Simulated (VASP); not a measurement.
# PtS2 (P-3m1) in VASP: settings compared

The runs below take PtS2 through band structure, Born charges and dielectric tensor, optical spectrum, with PBE, PBEsol.

Everything below comes from runs of VASP 6.6.1. Logs are shortened: lines on timing, memory, paths and dates and some standing lists are left out, and cuts for length are marked.

### Step 1. The structure

The structure is trigonal, space group P-3m1 (No. 164). Conventional cell: a = 3.543 Å, b = 3.543 Å, c = 5.039 Å, α = 90.00°, β = 90.00°, γ = 120.00°. Pt (site symmetry -3m) has 6 S at 2.34 Å as nearest neighbours. S (site symmetry 3m) is surrounded by 3 Pt at 2.34 Å.

### Step 2. Band structure, PBE

Contents of INCAR:

```
PREC = Accurate ; ENCUT = 520
EDIFF = 1E-6 ; ISMEAR = -1
SIGMA = 0.05 ; LREAL = False
LASPH = True ; NELM = 60
ALGO = Fast ; ISIF = 2
LWAVE = False ; LCHARG = False
LMAXMIX = 4 ; GGA = PE
NBANDS = 18
```

Contents of KPOINTS:

```
regular mesh
0
Gamma
  9 9 5
```

Contents of POSCAR:

```
PtS2
1.0
    3.5432000000      0.0000000000      0.0000000000
   -1.7716000000      3.0685012107      0.0000000000
    0.0000000000      0.0000000000      5.0388000000
Pt S
1 2
Direct
    0.0000000000      0.0000000000      0.0000000000
    0.6666666667      0.3333333333      0.7730000000
    0.3333333333      0.6666666667      0.2270000000
```

Contents of KPOINTS_OPT:

```
path GMKGALHA,LM,KH
10
line-mode
reciprocal
 0.0000000000  0.0000000000  0.0000000000  G
 0.5000000000  0.0000000000  0.0000000000  M

 0.5000000000  0.0000000000  0.0000000000  M
 0.3333333333  0.3333333333  0.0000000000  K

 0.3333333333  0.3333333333  0.0000000000  K
 0.0000000000  0.0000000000  0.0000000000  G

 0.0000000000  0.0000000000  0.0000000000  G
 0.0000000000  0.0000000000  0.5000000000  A

 0.0000000000  0.0000000000  0.5000000000  A
 0.5000000000  0.0000000000  0.5000000000  L

 0.5000000000  0.0000000000  0.5000000000  L
 0.3333333333  0.3333333333  0.5000000000  H

 0.3333333333  0.3333333333  0.5000000000  H
 0.0000000000  0.0000000000  0.5000000000  A

 0.5000000000  0.0000000000  0.5000000000  L
 0.5000000000  0.0000000000  0.0000000000  M

 0.3333333333  0.3333333333  0.0000000000  K
 0.3333333333  0.3333333333  0.5000000000  H
```

Potentials or basis: VASP PAW PBE potentials, release 64 (Pt, S).

On the command line:

```
> cat potpaw_PBE.64/Pt/POTCAR potpaw_PBE.64/S/POTCAR > POTCAR
> mpirun -np 1 vasp_std > vasp.out
```

OUTCAR:

```text
PREC = Accurate
   ENCUT = 520
   EDIFF = 1E-6
   ISMEAR = -1
   LREAL = False
   LASPH = True
   NELM = 60
   ISIF = 2
   GGA = PE

 ion  position               nearest neighbor table
   1  0.000  0.000  0.000-   2 2.34   3 2.34   2 2.34   3 2.34   2 2.34   3 2.34
   2  0.667  0.333  0.773-   1 2.34   1 2.34   1 2.34
   3  0.333  0.667  0.227-   1 2.34   1 2.34   1 2.34

  LATTYP: Found a hexagonal cell.
 ALAT       =     3.5432000000
 C/A-ratio  =     1.4221043125

  Lattice vectors:

 A1 = (   3.5432000000,   0.0000000000,   0.0000000000)
 A2 = (  -1.7716000000,   3.0685012107,   0.0000000000)
 A3 = (   0.0000000000,   0.0000000000,   5.0388000000)

Analysis of symmetry for initial positions (statically):
=====================================================================
 Subroutine PRICEL returns:
 Original cell was already a primitive cell.

 Routine SETGRP: Setting up the symmetry group for a
 hexagonal supercell.

 Subroutine GETGRP returns: Found 12 space group operations
 (whereof 12 operations were pure point group operations)
 out of a pool of 24 trial point group operations.

The static configuration has the point symmetry D_3d.

Analysis of symmetry for dynamics (positions and initial velocities):
=====================================================================
 Subroutine PRICEL returns:
 Original cell was already a primitive cell.

 Routine SETGRP: Setting up the symmetry group for a
 hexagonal supercell.

 Subroutine GETGRP returns: Found 12 space group operations
 (whereof 12 operations were pure point group operations)
 out of a pool of 24 trial point group operations.

The dynamic configuration has the point symmetry D_3d.

 Subroutine INISYM returns: Found 12 space group operations
 (whereof 12 operations are pure point group operations),
 and found     1 'primitive' translations

----------------------------------------------------------------------------------------

                                     Primitive cell

  volume of cell :      54.7834

  direct lattice vectors                    reciprocal lattice vectors
     3.543200000  0.000000000  0.000000000     0.282230752  0.162946001  0.000000000
    -1.771600000  3.068501211  0.000000000     0.000000000  0.325892001  0.000000000
     0.000000000  0.000000000  5.038800000     0.000000000  0.000000000  0.198459951

  length of vectors
[... 83 lines left out ...]
   NELM   =     60;   NELMIN=  2; NELMDL= -5     # of ELM steps
   EDIFF  = 0.1E-05   stopping-criterion for ELM
   LREAL  =      F    real-space projection
   EDIFFG = 0.1E-04   stopping-criterion for IOM
   NSW    =      0    number of steps for IOM
   IBRION =     -1    ionic relax: 0-MD 1-quasi-New 2-CG
   NFREE  =      0    steps in history (QN), initial steepest desc. (CG)
   ISIF   =      2    stress and relaxation
   ISYM   =      2    0-nonsym 1-usesym 2-fastsym
   POTIM  = 0.5000    time-step for ionic-motion
   TEBEG  =    0.0;   TEEND  =   0.0 temperature during run
   PSTRESS=    0.0 pullay stress
   NELECT =      22.0000    total number of electrons
   NUPDOWN=      -1.0000    fix difference up-down
   EMIN   =  10.00;   EMAX   =-10.00  energy-range for DOS
   EFERMI =   0.00;   METHOD = LEGACY
   ISMEAR =    -1;   SIGMA  =   0.05  broadening in eV -4-tet -1-fermi 0-gaus
   EFERMI_NEDOS =   21; number of points for ismear=-14 and -15
   IALGO  =     68    algorithm
   IMIX   =      4    mixing-type and parameters
     AMIX     =   0.40;   BMIX     =  1.00
     AMIX_MAG =   1.60;   BMIX_MAG =  1.00
  volume/ion in A,a.u.               =      18.26       123.23
  Fermi-wavevector in a.u.,A,eV,Ry     =   1.207812  2.282434 19.848315  1.458810
  Thomas-Fermi vector in A             =   2.343439
   LORBIT       =      0    0 simple, 1 ext, 2 COOP (PROOUT), +10 PAW based schemes
   GGA     = PE    functional components
   LHFCALC =     F    Hartree Fock is set to
   AEXX    =    0.0000 exact exchange contribution
   IVDW    =     0    specifies the selected vdW correction
   LEPSILON=     F    determine dielectric tensor
   LRPA    =     F    only Hartree local field effects (RPA)
 non-spin polarized calculation
 RMM-DIIS sequential band-by-band and
  energy-cutoff  :      520.00
  volume of cell :       54.78
 maximum number of plane-waves:      1507
 NGX is ok and might be reduce to    28
   NGX = 13   NGY = 13   NGZ = 19

 number of electron      22.0000001 magnetization

 Free energy of the ion-electron system (eV)
  ---------------------------------------------------
  ext. energy  EPLUGINS =         0.00000000
  ---------------------------------------------------
  free energy    TOTEN  =       -15.27141397 eV

  energy without entropy =      -15.27141013  energy(sigma->0) =      -15.27141205

 E-fermi :   7.2225     XC(G=0): -10.5745

 val. band max:        6.7356707109   @ k =   0.0000   0.2222   0.2000
 cond. band min:       7.7666855981   @ k =   0.0000   0.3333   0.2000
 fundamental gap:      1.0310148872
 Fermi energy:         7.2225036792

 k-point     1 :       0.0000    0.0000    0.0000
  band No.  band energies     occupation
      1      -8.8194      2.00000
      2      -5.5786      2.00000
      3      -0.2979      2.00000
      4      -0.2979      2.00000
      5      -0.1784      2.00000
      6       2.7621      2.00000
[... 481 lines left out ...]
      5       1.0573      2.00000
      6       1.5152      2.00000
[... 10 lines left out ...]
     17      15.2916      0.00000
     18      17.2800      0.00000

 [... further k-points ...]

------------------------ aborting loop because EDIFF is reached ----------------------------------------

  FORCE on cell =-STRESS in cart. coord.  units (eV):
  Direction    XX          YY          ZZ          XY          YZ          ZX
  --------------------------------------------------------------------------------------
  -------------------------------------------------------------------------------------
  Total        3.9630529      3.9630529      3.4568178      0.0000000     -0.0000000      0.0000000
  in kB      115.9021168    115.9021168    101.0969330      0.0000000     -0.0000000      0.0000000
  external PRESSURE =     110.9670555 kB  Pullay stress =       0.0000000 kB

 VOLUME and BASIS-vectors are now :
 -----------------------------------------------------------------------------
  energy-cutoff  :      520.00
  volume of cell :       54.78
      direct lattice vectors                 reciprocal lattice vectors
     3.543200000  0.000000000  0.000000000     0.282230752  0.162946001  0.000000000
    -1.771600000  3.068501211  0.000000000     0.000000000  0.325892001  0.000000000
     0.000000000  0.000000000  5.038800000     0.000000000  0.000000000  0.198459951

 POSITION                                       TOTAL-FORCE (eV/Angst)
 -----------------------------------------------------------------------------------
      0.00000      0.00000      0.00000         0.000000      0.000000     -0.000000
      1.77160      1.02283      3.89499        -0.000000      0.000000     -1.212627
     -0.00000      2.04567      1.14381         0.000000     -0.000000      1.212627
 -----------------------------------------------------------------------------------
    total drift:                                0.000000     -0.000000      0.000000

  FREE ENERGIE OF THE ION-ELECTRON SYSTEM (eV)
  ---------------------------------------------------
  free  energy   TOTEN  =       -15.2714139729 eV

  energy  without entropy=      -15.2714101310  energy(sigma->0) =      -15.27141205
```

OSZICAR:

```text
N       E                     dE             d eps       ncg     rms          rms(c)
DAV:   1     0.115455279493E+03    0.11546E+03   -0.10368E+04  1808   0.109E+03
DAV:   2    -0.108850747812E+02   -0.12634E+03   -0.12215E+03  2198   0.221E+02
DAV:   3    -0.166062361052E+02   -0.57212E+01   -0.56806E+01  2302   0.476E+01
[... 22 lines left out ...]
       N       E                     dE             ncg
DAV:   1     0.111407172159E+05   -0.25119E+05     1448
DAV:   2     0.630839241198E+04   -0.48323E+04     1722
DAV:   3     0.612083471721E+04   -0.18756E+03     1828
DAV:   4     0.611873093690E+04   -0.21038E+01     1892
DAV:   5     0.611869174312E+04   -0.39194E-01     1862
DAV:   6     0.611869061342E+04   -0.11297E-02     1930
DAV:   7     0.611869057402E+04   -0.39395E-04     1898
DAV:   8     0.611869057273E+04   -0.12962E-05     1526
DAV:   9     0.611869057253E+04   -0.19720E-06     1122
```

stdout:

```text
POSCAR found type information on POSCAR PtS
 POSCAR found :  2 types and       3 ions
 scaLAPACK will be used
 LDA part: xc-table for (Slater+PW92), standard interpolation
 POSCAR, INCAR and KPOINTS ok, starting setup
 FFT: planning ... GRIDC
 FFT: planning ... GRID_SOFT
 FFT: planning ... GRID
 WAVECAR not read
 entering main loop
 Start KPOINTS_OPT (optional k-point list driver)
k-point batch [1-50\90]
k-point batch [51-90\90]
```

Run time: 38 s. Hardware: 1 thread of Intel Xeon 6975P-C (Granite Rapids), shared host; peak memory 0.22 GiB.

Results:

```yaml
Free_energy: -15.2714 eV
Pressure: 11.1 GPa
Largest_force: 1.213 eV/Å
Band_gap_on_the_k_mesh: 1.03 eV, indirect (least direct gap 1.08 eV)
Band_gap_along_the_path: 1.02 eV, indirect (least direct gap 1.58 eV)
```

Forces on the atoms (eV/Å):
```
Pt   0.000  0.000  0.000
S    0.000  0.000 -1.213
S    0.000  0.000  1.213
```

Levels at the corners of the path, in eV from the valence-band top:
```
point  band 9  band 10  band 11  band 12  band 13  band 14
    Γ   -1.11    -1.11    -0.09     2.49     2.49     4.83
    M   -3.19    -2.97    -2.32     1.82     2.87     5.56
    M   -3.19    -2.97    -2.32     1.82     2.87     5.56
    K   -2.66    -1.46    -1.46     1.08     1.08     5.73
    K   -2.66    -1.46    -1.46     1.08     1.08     5.73
    Γ   -1.11    -1.11    -0.09     2.49     2.49     4.83
    Γ   -1.11    -1.11    -0.09     2.49     2.49     4.83
    A   -1.30    -1.30    -0.89     2.96     2.96     5.51
    A   -1.30    -1.30    -0.89     2.96     2.96     5.51
    L   -3.07    -2.69    -1.35     2.12     2.40     5.42
    L   -3.07    -2.69    -1.35     2.12     2.40     5.42
    H   -3.51    -1.85    -1.85     2.26     2.26     7.29
    H   -3.51    -1.85    -1.85     2.26     2.26     7.29
    A   -1.30    -1.30    -0.89     2.96     2.96     5.51
    L   -3.07    -2.69    -1.35     2.12     2.40     5.42
    M   -3.19    -2.97    -2.32     1.82     2.87     5.56
    K   -2.66    -1.46    -1.46     1.08     1.08     5.73
    H   -3.51    -1.85    -1.85     2.26     2.26     7.29
```

Caveat: spin-orbit coupling is left out, which moves the levels of the heavy elements; forces of over 1 eV/Å show positions far from the minimum, so gaps and moduli don't describe the material at rest.

### Step 3. Band structure, PBE

Contents of INCAR:

```
PREC = Accurate
ENCUT = 600
EDIFF = 1E-7
ISMEAR = -1
SIGMA = 0.05
LREAL = False
LASPH = True
NELM = 80
ALGO = Fast
ISIF = 2
LWAVE = False
LCHARG = False
LMAXMIX = 4
GGA = PE
NBANDS = 22
```

Contents of KPOINTS:

```
Automatic mesh
0
Gamma
  9 9 5
```

POSCAR is that of step 2.

KPOINTS_OPT is that of step 2.

Potentials or basis: VASP PAW PBE potentials, release 64 (Pt_sv_GW, S_GW).

On the command line:

```
> cat potpaw_PBE.64/Pt_sv_GW/POTCAR potpaw_PBE.64/S_GW/POTCAR > POTCAR
> mpirun -np 1 vasp_std > vasp.out
```

Run time: 69 s. Hardware: 1 thread of Intel Xeon 6975P-C (Granite Rapids), shared host; peak memory 0.27 GiB.

Results (log left out):

```
Free energy             : -15.1952 eV
Pressure                : 11.4 GPa
Largest force           : 1.272 eV/Å
Band gap on the k mesh  : 1.01 eV, indirect (least direct gap 1.06 eV)
Band gap along the path : 1.01 eV, indirect (least direct gap 1.57 eV)
```

Forces in eV/Å, atoms in the order of the input:
```
Pt   0.000  0.000  0.000
S    0.000  0.000 -1.272
S    0.000  0.000  1.272
```

Stress tensor (GPa, compression positive):
```
12.01  0.00  0.00
 0.00 12.01  0.00
 0.00  0.00 10.22
```

Levels at the corners of the path, in eV from the valence-band top:
```
point  band 11  band 12  band 13  band 14  band 15  band 16  band 17  band 18  band 19  band 20
    Γ    -3.96    -1.76    -1.12    -1.12    -0.10     2.48     2.48     4.81     5.79     7.88
    M    -3.39    -3.30    -3.21    -2.97    -2.32     1.81     2.87     5.53     6.54     8.20
    M    -3.39    -3.30    -3.21    -2.97    -2.32     1.81     2.87     5.53     6.54     8.20
    K    -4.55    -3.65    -2.67    -1.46    -1.46     1.07     1.07     5.70     8.04     9.29
    K    -4.55    -3.65    -2.67    -1.46    -1.46     1.07     1.07     5.70     8.04     9.29
    Γ    -3.96    -1.76    -1.12    -1.12    -0.10     2.48     2.48     4.81     5.79     7.88
    Γ    -3.96    -1.76    -1.12    -1.12    -0.10     2.48     2.48     4.81     5.79     7.88
    A    -3.98    -2.46    -1.30    -1.30    -0.88     2.96     2.96     5.47     7.37     7.56
    A    -3.98    -2.46    -1.30    -1.30    -0.88     2.96     2.96     5.47     7.37     7.56
    L    -3.31    -3.24    -3.07    -2.70    -1.34     2.12     2.38     5.40     5.57     7.84
    L    -3.31    -3.24    -3.07    -2.70    -1.34     2.12     2.38     5.40     5.57     7.84
    H    -4.36    -3.54    -3.52    -1.85    -1.85     2.25     2.25     7.25     7.95     8.13
    H    -4.36    -3.54    -3.52    -1.85    -1.85     2.25     2.25     7.25     7.95     8.13
    A    -3.98    -2.46    -1.30    -1.30    -0.88     2.96     2.96     5.47     7.37     7.56
    L    -3.31    -3.24    -3.07    -2.70    -1.34     2.12     2.38     5.40     5.57     7.84
    M    -3.39    -3.30    -3.21    -2.97    -2.32     1.81     2.87     5.53     6.54     8.20
    K    -4.55    -3.65    -2.67    -1.46    -1.46     1.07     1.07     5.70     8.04     9.29
    H    -4.36    -3.54    -3.52    -1.85    -1.85     2.25     2.25     7.25     7.95     8.13
```

Caveat: spin-orbit coupling is left out, which moves the levels of the heavy elements; forces of over 1 eV/Å show positions far from the minimum, so gaps and moduli don't describe the material at rest.

(Continued in part 2 of 3.)
